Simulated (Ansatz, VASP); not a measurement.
# One calculation of BeS, two programs

```
Be S
1.0
     0.00000    2.43515    2.43515
     2.43515    0.00000    2.43515
     2.43515    2.43515    0.00000
Be S
1 1
Direct
  0.00000 0.00000 0.00000
  0.25000 0.25000 0.25000
```

Change from the starting cell: volume scaled by 1, norm-conserving files.

Alike in both runs: task single point; functional PBE; k mesh 10 × 10 × 10; occupations fermi-dirac, width 0.03 eV; no spin polarisation.

|  | VASP | Ansatz |
| --- | --- | --- |
| version | VASP 6.6.1 | Ansatz 0.2.0 |
| potentials or method | VASP PAW PBE potentials, release 64 (Be, S) | norm-conserving pseudopotentials, scalar-relativistic |
| plane-wave cutoff (eV) | 520 | 1800 |
| valence electrons in the cell | 8 | 10 |

```csv
,VASP,Ansatz,Ansatz less VASP
gap on the k mesh at the Fermi level (eV),3.14,3.14,+0.005
pressure (GPa),0.3,0.3,-0.01
```

The functional is the same, so the differences come from potentials, cutoffs and numerics. The two sets of potentials don't hold the same shells in valence.

A k mesh can miss the band edges.
